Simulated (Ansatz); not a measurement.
# GaP (F-43m) in Ansatz: relaxation of cell and atoms with PBE

Aim: the relaxation of cell and atoms of GaP with PBE.

Program: Ansatz 0.2.0. These are calculated values, not measurements. Logs are shortened: lines on timing, memory, paths and dates and some standing lists are left out, and cuts for length are marked.

### Step 1. The structure

The structure is cubic, space group F-43m (No. 216). Conventional cell: a = 5.451 Å, b = 5.451 Å, c = 5.451 Å, α = 90.00°, β = 90.00°, γ = 90.00°. Ga (site symmetry -43m) is surrounded by 4 P at 2.36 Å. P (site symmetry -43m) has 4 Ga at 2.36 Å as nearest neighbours.

### Step 2. Relaxation of cell and atoms, PBE

Contents of input.yaml:

```yaml
crystal:
  lattice:
    - [0.0, 2.72525, 2.72525]
    - [2.72525, 0.0, 2.72525]
    - [2.72525, 2.72525, 0.0]
  atoms:
    - { symbol: Ga, position: [0.0, 0.0, 0.0] }
    - { symbol: P, position: [0.75, 0.75, 0.75] }
hamiltonian:
  xc: pbe
  pseudopotentials: { kind: paw }
kpoints:
  mp_grid: { grid: [8, 8, 8] }
scf:
  occupations: { method: fermi_dirac, width: 0.05 }
output:
  forces: true
  stress: true
  write_density: true
  write_potential: true
  elf: true
  volumetric_format: npy
relax:
  f_tol: 0.01
  max_steps: 40
  cell: { stress_tol: 0.05 }
```

Potentials or basis: Ansatz PAW.

On the command line:

```sh
$ ansatz run input.yaml --threads 2 --pin off --max-ram 5632MiB --backend cpu --events-out ev --progress --plain --runs-dir out
```

Log:

```text
Warning: RAYON_NUM_THREADS=2 ignored (pool sized by the plan → 2); use --threads N
Engine: ansatz 0.2.0, x86_64-unknown-linux-gnu
Pseudopotentials: kind: paw
Pseudopotential: Ga, paw, valence charge 13, recommended cutoff 420 eV (normal), Ga.paw.azcp
Pseudopotential: P, paw, valence charge 5, recommended cutoff 420 eV (normal), P.paw.azcp
Functional definition: PBE
  parameter kappa = 0.804
  parameter beta = 0.06672455060314922
  exchange = pbe_x(kappa = kappa, mu = beta*pi^2/3)
  correlation = pbe_c(beta = beta)
Crystal: 2 atoms, lattice volume = 40.481 Å³
Basis set: ecut = 420 eV, 749 PW (Γ), exchange–correlation on 54×54×54 points (8 copies of the dense FFT grid, shifted against one another)
Bands: 13, of which v1, the nominal top of the filled ones, is band 9 counted from 1 (8 counted from 0)
Symmetry: 24 space group operations
Space group: F-43m (ITA 216), of the structure as read, at distance tolerance 3.4e-5 Å
k-points: 29 of 512 (time reversal used)
Non-local potential: Ga, projectors of the file, l = 0: 2, l = 1: 2, l = 2: 3, l = 3: 1
Non-local potential: P, projectors of the file, l = 0: 2, l = 1: 2, l = 2: 2
PAW form: soft (Blöchl's): semilocal exchange-correlation on the pseudo side does not see the compensation charge
PAW one-centre angular grid: Ga, 590 points (default); XC on 64 Gauss nodes
PAW one-centre angular grid: P, 110 points (default); XC on 64 Gauss nodes
Initial density: superposition of atomic densities (neutral atoms: chi_scale 0, normalization atom), corrected by the library's trained network
Initial wavefunctions: pseudopotential atomic-orbital guess
Functional: x = pbe(κ = 0.804, μ = 0.2195149727645171), c = pbe(β = 0.06672455060314922)
SCF iter   1: F=—  HF=-4539.548918 eV  |F-HF|=—  |Δ(HF+E_count)|=         —  Δρ=1.57e-3  dr2=1.33e-3  ethr=1.77e-3  ⟨swp⟩=6.2  Hψ=2506  notcnv=0
preconditioner: auto → none  [insulator: Δε(μ)=1.630 eV  Ē_g=15.513 eV  σ=0.050 eV  W_gap=1.00  n_scr=14 (ndim 8)  ℏωp=24.8 eV  f_vac=0.011  D(μ)=0.00/eV (n_scr^D=0)  ε∞_Penn≈3.5]
SCF iter   2: F=—  HF=-4539.548048 eV  |F-HF|=—  |Δ(HF+E_count)|=   8.70e-4  Δρ=1.30e-3  dr2=4.64e-4  ethr=7.41e-6  ⟨swp⟩=2.3  Hψ=920  notcnv=0
SCF iter   3: F=—  HF=-4539.547845 eV  |F-HF|=—  |Δ(HF+E_count)|=   2.03e-4  Δρ=4.33e-4  dr2=5.79e-5  ethr=2.58e-6  ⟨swp⟩=2.2  Hψ=611  notcnv=0
SCF iter   4: F=—  HF=-4539.547891 eV  |F-HF|=—  |Δ(HF+E_count)|=   4.61e-5  Δρ=1.28e-4  dr2=4.37e-6  ethr=3.22e-7  ⟨swp⟩=2.0  Hψ=644  notcnv=0
SCF iter   5: F=—  HF=-4539.547891 eV  |F-HF|=—  |Δ(HF+E_count)|=   7.09e-8  Δρ=3.15e-5  dr2=4.30e-7  ethr=2.43e-8  ⟨swp⟩=2.0  Hψ=641  notcnv=0
SCF iter   6: F=-4539.547891 eV  HF=-4539.547891 eV  |F-HF|=2.11e-8  |Δ(HF+E_count)|=   4.58e-7  Δρ=1.08e-5  dr2=2.87e-8  ethr=5.56e-10  ⟨swp⟩=9.0  Hψ=2222  notcnv=0
SCF 1 converged in 6 iterations: F = -4539.547891 eV  dr2 = 2.87e-8
relax step   1: F+E_penalty+E_count = -4539.54789120 eV  Δ(F+E_penalty+E_count) = +0.000e0 eV  max|allowed force component| = 2.405e-16 eV/Å  Δτ_max = 0.0000 Å  P = +2.505 GPa  Ω = 40.481 Å³  (6 SCF iters, dr2 threshold 1.00e-7 eV, accepted)
Crystal: 2 atoms, lattice volume = 41.332 Å³
Basis set: ecut = 420 eV, 869 PW (Γ), exchange–correlation on 54×54×54 points (8 copies of the dense FFT grid, shifted against one another)
Initial density: handed on by an earlier stage of this run
Initial wavefunctions: those handed on with the density
iter 1 solved again at ethr=3.35e-6 eV; its pass at ethr=3.10e-3 eV (dr2=6.04e-4 eV) is discarded
SCF iter   1: F=—  HF=-4539.556351 eV  |F-HF|=—  |Δ(HF+E_count)|=         —  Δρ=1.04e-3  dr2=6.46e-4  ethr=3.35e-6  ⟨swp⟩=2.0  Hψ=2708  notcnv=0
preconditioner: auto → none  [insulator: Δε(μ)=1.604 eV  Ē_g=15.421 eV  σ=0.050 eV  W_gap=1.00  n_scr=14 (ndim 8)  ℏωp=24.5 eV  f_vac=0.013  D(μ)=0.00/eV (n_scr^D=0)  ε∞_Penn≈3.5]
SCF iter   2: F=—  HF=-4539.556238 eV  |F-HF|=—  |Δ(HF+E_count)|=   1.13e-4  Δρ=4.17e-4  dr2=7.50e-5  ethr=3.35e-6  ⟨swp⟩=2.0  Hψ=489  notcnv=0
SCF iter   3: F=—  HF=-4539.556246 eV  |F-HF|=—  |Δ(HF+E_count)|=   7.82e-6  Δρ=1.71e-4  dr2=1.14e-5  ethr=4.17e-7  ⟨swp⟩=3.0  Hψ=664  notcnv=0
SCF iter   4: F=—  HF=-4539.556248 eV  |F-HF|=—  |Δ(HF+E_count)|=   1.30e-6  Δρ=4.41e-5  dr2=5.34e-7  ethr=6.32e-8  ⟨swp⟩=2.0  Hψ=642  notcnv=0
SCF iter   5: F=-4539.556248 eV  HF=-4539.556248 eV  |F-HF|=8.04e-8  |Δ(HF+E_count)|=   7.21e-9  Δρ=1.42e-5  dr2=5.50e-8  ethr=1.11e-9  ⟨swp⟩=9.2  Hψ=2699  notcnv=0
SCF 2 converged in 5 iterations: F = -4539.556248 eV  dr2 = 5.50e-8
  Residual-converged pass: ⟨swp⟩=1.0  Hψ=494  notcnv=0  max |occ|·‖R‖ = 7.0e-9 eV (tolerance 1.0e-8 eV)  dr2=5.50e-8  dr2_onsite=1.73e-9  max |Δocc| = 4.1e-18
relax step   2: F+E_penalty+E_count = -4539.55624766 eV  Δ(F+E_penalty+E_count) = -8.356e-3 eV  max|allowed force component| = 5.320e-17 eV/Å  Δτ_max = 0.0000 Å  P = +0.752 GPa  Ω = 41.332 Å³  energy of the carried Pulay correction = -2.164e-4 eV  (5 SCF iters, dr2 threshold 2.00e-7 eV, accepted)
Crystal: 2 atoms, lattice volume = 41.709 Å³
iter 1 solved again at ethr=6.51e-7 eV; its pass at ethr=3.10e-3 eV (dr2=1.17e-4 eV) is discarded
SCF iter   1: F=—  HF=-4539.557094 eV  |F-HF|=—  |Δ(HF+E_count)|=         —  Δρ=4.41e-4  dr2=1.19e-4  ethr=6.51e-7  ⟨swp⟩=2.4  Hψ=2584  notcnv=0
preconditioner: auto → none  [insulator: Δε(μ)=1.580 eV  Ē_g=15.380 eV  σ=0.050 eV  W_gap=1.00  n_scr=14 (ndim 8)  ℏωp=24.4 eV  f_vac=0.013  D(μ)=0.00/eV (n_scr^D=0)  ε∞_Penn≈3.5]
SCF iter   2: F=—  HF=-4539.557074 eV  |F-HF|=—  |Δ(HF+E_count)|=   1.96e-5  Δρ=1.81e-4  dr2=1.41e-5  ethr=6.51e-7  ⟨swp⟩=2.0  Hψ=480  notcnv=0
SCF iter   3: F=—  HF=-4539.557076 eV  |F-HF|=—  |Δ(HF+E_count)|=   2.27e-6  Δρ=6.98e-5  dr2=1.99e-6  ethr=7.81e-8  ⟨swp⟩=2.9  Hψ=664  notcnv=0
SCF iter   4: F=-4539.557077 eV  HF=-4539.557077 eV  |F-HF|=1.24e-7  |Δ(HF+E_count)|=   4.36e-7  Δρ=1.92e-5  dr2=9.86e-8  ethr=1.11e-9  ⟨swp⟩=8.8  Hψ=2773  notcnv=0
SCF 3 converged in 4 iterations: F = -4539.557077 eV  dr2 = 9.86e-8
relax step   3: F+E_penalty+E_count = -4539.55707668 eV  Δ(F+E_penalty+E_count) = -8.290e-4 eV  max|allowed force component| = 8.789e-17 eV/Å  Δτ_max = 0.0000 Å  P = +0.038 GPa  Ω = 41.709 Å³  energy of the carried Pulay correction = -3.107e-4 eV  (4 SCF iters, dr2 threshold 2.00e-7 eV, accepted)
Initial wavefunctions: pseudopotential atomic-orbital guess (no wavefunctions were taken with the density)
iter 1 solved again at ethr=1.16e-6 eV; its pass at ethr=3.10e-3 eV (dr2=2.10e-4 eV) is discarded
SCF iter   1: F=—  HF=-4539.556292 eV  |F-HF|=—  |Δ(HF+E_count)|=         —  Δρ=3.42e-4  dr2=1.13e-6  ethr=1.16e-6  ⟨swp⟩=3.0  Hψ=3375  notcnv=0
preconditioner: auto → none  [insulator: Δε(μ)=1.583 eV  Ē_g=15.379 eV  σ=0.050 eV  W_gap=1.00  n_scr=14 (ndim 8)  ℏωp=24.4 eV  f_vac=0.011  D(μ)=0.00/eV (n_scr^D=0)  ε∞_Penn≈3.5]
SCF iter   2: F=—  HF=-4539.557122 eV  |F-HF|=—  |Δ(HF+E_count)|=   8.30e-4  Δρ=1.73e-4  dr2=4.84e-7  ethr=6.27e-9  ⟨swp⟩=2.2  Hψ=646  notcnv=0
SCF iter   3: F=—  HF=-4539.557346 eV  |F-HF|=—  |Δ(HF+E_count)|=   2.24e-4  Δρ=7.06e-5  dr2=7.72e-8  ethr=2.69e-9  ⟨swp⟩=2.0  Hψ=634  notcnv=0
SCF iter   4: F=—  HF=-4539.557390 eV  |F-HF|=—  |Δ(HF+E_count)|=   4.40e-5  Δρ=3.76e-6  dr2=1.33e-9  ethr=4.29e-10  ⟨swp⟩=2.0  Hψ=640  notcnv=0
SCF iter   5: F=—  HF=-4539.557390 eV  |F-HF|=—  |Δ(HF+E_count)|=   8.79e-8  Δρ=4.48e-7  dr2=6.98e-11  ethr=7.38e-12  ⟨swp⟩=2.0  Hψ=639  notcnv=0
SCF iter   6: F=-4539.557390 eV  HF=-4539.557390 eV  |F-HF|=1.22e-10  |Δ(HF+E_count)|=  1.87e-10  Δρ=1.94e-7  dr2=9.05e-12  ethr=1.00e-12  ⟨swp⟩=7.1  Hψ=2100  notcnv=0
SCF 4 converged in 6 iterations: F = -4539.557390 eV  dr2 = 9.05e-12
relax step   4: F+E_penalty+E_count = -4539.55738960 eV  Δ(F+E_penalty+E_count) = -3.129e-4 eV  max|allowed force component| = 4.163e-17 eV/Å  Δτ_max = 0.0000 Å  P = +0.042 GPa  Ω = 41.709 Å³  stress off target by 4.19e-2 GPa  SCF on the basis re-selected at this cell (its energy is not comparable with the rows above)  (6 SCF iters)
basis re-selected at this cell: Δ(F+E_penalty+E_count) = -3.129e-4 eV, ΔP = +0.004 GPa vs the last step (what re-selecting the basis moved, of the pressure what is left beyond the Pulay correction that the steps carried, after the strain that the cell walked since its last selection, with what the two solves' SCF thresholds leave and, on support functions, any second-order correction that the steps lacked; it is no measure of the basis error at this ecutwfc). This SCF's stress stands 4.19e-2 GPa from its target on what of the cell is left free (relax.cell.stress_tol is 5.00e-2 GPa) and its largest allowed force component is 4.16e-17 eV/Å (relax.f_tol is 1.00e-2 eV/Å): within both
SCF converged after 6 iterations
Free energy (F): -4539.557390 eV
Harris-Foulkes:  -4539.557390 eV  (|F-HF|=1.22e-10)
Internal energy: -4539.557390 eV  (E = F + TS)
E sigma→0 (E₀):  -4539.557390 eV
Fermi energy:    7.487771 eV
--- Per-component energies (eV) ---
  E_band       = -63.675416
  E_kinetic    = 185.391408
  E_local      = -2220.431137  (includes V_loc(G=0)·N_el)
  E_nonlocal   = 458.828509
  E_hartree    = 1025.153969
  E_xc         = -130.312706
  E_vxc        = -118.412086  (∫ρ·V_xc dr)
  E_paw        = -2558.555068  (= ΣΔE_a)
  E_vpaw       = -419.359949  (= ΣTr[D̂ρ^β])
  E_aug_tail   = -0.000086  (compensation charges beyond the density's cutoff)
  E_ewald      = -1299.632277
  E_smearing   = -0.000000  (= −TS)
  E_closure    = 0.000000  (closes the sum)
  Σ components = -4539.557390   (vs F -4539.557390, Δ=0.00e0)
--- Forces (eV/Å), atoms counted from 1 ---
  atom   1  Ga    -0.00000000     0.00000000     0.00000000
  atom   2  P      0.00000000    -0.00000000    -0.00000000
  max |Σ_I F_I| component: 1.62e-17 eV/Å
--- Stress (GPa, compression-positive) ---
        0.041917      -0.000000       0.000000
       -0.000000       0.041917       0.000000
        0.000000       0.000000       0.041917
  P = ⅓ Tr σ = 0.0419 GPa (0.419 kbar)
--- Band table (eV; the first three rows and the last of 29) ---
  k-point 0: bands = ["-7.7708", "-7.7708", "-7.7708", "-7.6801", "-7.6801", "-5.5574", "6.7137", "6.7137", "6.7137", "8.2965", "10.6057", "10.6057", "10.6057"]
  k-point 1: bands = ["-7.7828", "-7.7665", "-7.7665", "-7.6801", "-7.6801", "-5.3630", "5.0890", "6.4949", "6.4949", "8.9994", "10.9417", "10.9417", "11.1174"]
  k-point 2: bands = ["-7.8095", "-7.7574", "-7.7574", "-7.6789", "-7.6789", "-4.8122", "2.9031", "6.0793", "6.0793", "8.7668", "11.4377", "11.4377", "12.9091"]
  k-point 28: bands = ["-7.8601", "-7.7358", "-7.7163", "-7.6935", "-7.6720", "-2.6466", "0.2928", "3.2784", "3.4358", "11.4082", "11.4456", "12.7276", "12.8638"]
--- Relaxed structure (3 steps of the walk, 3 accepted, 1 SCFs on fresh bases) ---
  F+E_penalty+E_count = -4539.55738960 eV   max|allowed force component| = 4.163e-17 eV/Å   (the final SCF, on the basis selected at the relaxed cell)
  cell:  # Å, volume = 41.7090 Å³
    - [1.019074406579118e-33, 2.7525367719309424, 2.7525367719309424]
    - [2.7525367719309424, 3.261038101053177e-33, 2.7525367719309424]
    - [2.7525367719309424, 2.7525367719309424, 3.8724827450006484e-33]
  atoms:
    - { symbol: Ga, position: [8.642333099068184e-34, -8.612887330417186e-34, -8.347875412558194e-34] }
    - { symbol: P, position: [0.7500000000000001, 0.7500000000000001, 0.7500000000000001] }
```

It took 18 s on 2 threads of Intel Xeon at 2.50GHz (Skylake/Cascade Lake), shared host; peak memory 0.35 GiB.

Results:

```
Free energy                            : -4539.5574 eV
Relaxed volume                         : 20.85 Å³/atom
Relaxed cell                           : a = 3.893 Å, b = 3.893 Å, c = 3.893 Å, α = 60.00°, β = 60.00°, γ = 60.00°
Space group after relaxing (to 0.05 Å) : F-43m (No. 216)
Energy gained by relaxing              : 4.7 meV/atom
Ionic steps                            : 4
Pressure after relaxing                : 0.0 GPa
Band gap on the k mesh                 : 1.58 eV, direct
```

Step by step:
```csv
step,energy change (eV),largest force (eV/Å),volume (Å³)
1,0.0000,0.0000,40.48
2,-0.0084,0.0000,41.33
3,-0.0092,0.0000,41.71
4,-0.0095,0.0000,41.71
```

Final structure:
```
CELL_PARAMETERS angstrom
0.00000 2.75254 2.75254
2.75254 0.00000 2.75254
2.75254 2.75254 0.00000
ATOMIC_POSITIONS crystal
Ga 0.00000 0.00000 0.00000
P 0.75000 0.75000 0.75000
```

Caveat: the plane-wave basis is chosen anew once the cell has moved, so the energies of steps on either side of that aren't comparable.
